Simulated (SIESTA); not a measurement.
Si2W under changes of volume

One of the cells (13.479 Å³/atom); the others are scaled copies at fixed shape and fractional positions:

```
W Si
1.0
    -1.60690    1.60690    3.91495
     1.60690   -1.60690    3.91495
     1.60690    1.60690   -3.91495
W Si
1 2
Direct
  0.00000 0.00000 0.00000
  0.66530 0.66530 0.00000
  0.33470 0.33470 0.00000
```

```yaml
Program: SIESTA 5.4.2
Functional: PBE
Potentials_or_basis: PseudoDojo 0.4 standard (PBE files)
Basis: DZP (energy shift 0.01 Ry)
Grid_cutoff: 800 Ry
Energy_shift: 0.01 Ry
k_mesh: 8 × 8 × 8
Occupations: fermi-dirac, width 0.05 eV
Spin: no spin polarisation
```

```csv
volume (Å³/atom),energy over the lowest point (meV/atom),pressure (GPa),largest force (eV/Å)
12.670,?,?,?
12.939,40.44,15.9,0.182
13.209,18.52,10.3,0.116
13.479,5.34,5.5,0.054
13.748,0.00,1.0,0.006
14.018,2.00,-3.2,0.047
14.287,10.58,-6.9,0.100
```

Question: What does the run at 12.670 Å³/atom give?

Answer: Energy over the lowest point 72.19 meV/atom; pressure 22.0 GPa; largest force 0.247 eV/Å.

Worked out: A Birch-Murnaghan fit of order 3 (a polynomial in V^(-2/3)) to the other rows has its minimum at 13.81 Å³/atom with B0 = V·E''(V) = 217 GPa and B' = 3.5 at fixed shape and positions, which overstates the stiffness. It gives 71.67 meV/atom at 12.670 Å³/atom, against the run's 72.19, and -dE/dV = 21.6 GPa, against 22.0.

Energies are extrapolated to zero smearing.

Caveats: semicore shells carry a single zeta, which can move pressures by several GPa and volumes by a few percent; the basis of atomic orbitals isn't converged, which shifts pressures, moduli and gaps.
